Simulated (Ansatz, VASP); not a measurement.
**Te in VASP and in Ansatz**

File INCAR:

```
SYSTEM = Te
PREC = Accurate ; ENCUT = 520
EDIFF = 1E-7 ; ISMEAR = -1
SIGMA = 0.05 ; LREAL = .False.
LASPH = .True. ; NELM = 80
ALGO = Normal ; ISIF = 2
LWAVE = .False. ; LCHARG = .False.
GGA = PE ; NBANDS = 16
```

KPOINTS

```
regular mesh
0
Gamma
  7 7 5
  0 0 0
```

The input POSCAR:

```
Te
1.0
    4.3938034316      0.0000000000      0.0000000000
   -2.1969017158      3.8051453911      0.0000000000
    0.0000000000      0.0000000000      5.8439361313
Te
3
Direct
    0.7310000000      0.7310000000      0.0000000000
    0.0000000000      0.2690000000      0.6666666667
    0.2690000000      0.0000000000      0.3333333333
```

Contents of input.yaml:

```yaml
crystal:
  lattice:
    - [4.3938034316, 0.0, 0.0]
    - [-2.1969017158, 3.8051453911, 0.0]
    - [0.0, 0.0, 5.8439361313]
  atoms:
    - { symbol: Te, position: [0.731, 0.731, 0.0] }
    - { symbol: Te, position: [0.0, 0.269, 0.6666666667] }
    - { symbol: Te, position: [0.269, 0.0, 0.3333333333] }
hamiltonian:
  xc: pbe
  pseudopotentials: { kind: paw }
kpoints:
  mp_grid: { grid: [7, 7, 5] }
scf:
  occupations: { method: fermi_dirac, width: 0.05 }
output:
  forces: true
  stress: true
  eigenvalues: true
```

Change from the starting cell: volume scaled by 0.96.

Alike in both runs: task single point; functional PBE; k mesh 7 × 7 × 5; occupations fermi-dirac, width 0.05 eV; no spin polarisation.

```csv
,VASP,Ansatz
version,VASP 6.6.1,Ansatz 0.2.0
potentials or method,"VASP PAW PBE potentials, release 64 (Te)",Ansatz PAW
plane-wave cutoff (eV),520,420
valence electrons in the cell,18,48
```

Ansatz gave:

- gap on the k mesh at the Fermi level (eV): 0.62
- least direct gap on the mesh (eV): 0.82
- pressure (GPa): 3.7
- largest component of the traceless stress (GPa): 0.92
- rms of the force components (eV/Å): 0.217

Problem. What did VASP give for the same quantities?

Solution. gap on the k mesh at the Fermi level (eV): 0.61; least direct gap on the mesh (eV): 0.81; pressure (GPa): 3.8; largest component of the traceless stress (GPa): 0.95; rms of the force components (eV/Å): 0.226.

Atom by atom the forces differ by 0.009 eV/Å (rms over components). With one functional, cell and mesh, what is left measures potentials, basis and numerics. The two sets of potentials don't hold the same shells in valence.

Caveats: spin-orbit coupling is left out, which moves the levels of the heavy elements; an odd mesh through Γ misses points on the zone boundary, where band edges often lie (VASP); odd divisions of the mesh miss points on the zone boundary, where band edges often lie, so the gap on the mesh can be too wide (Ansatz).
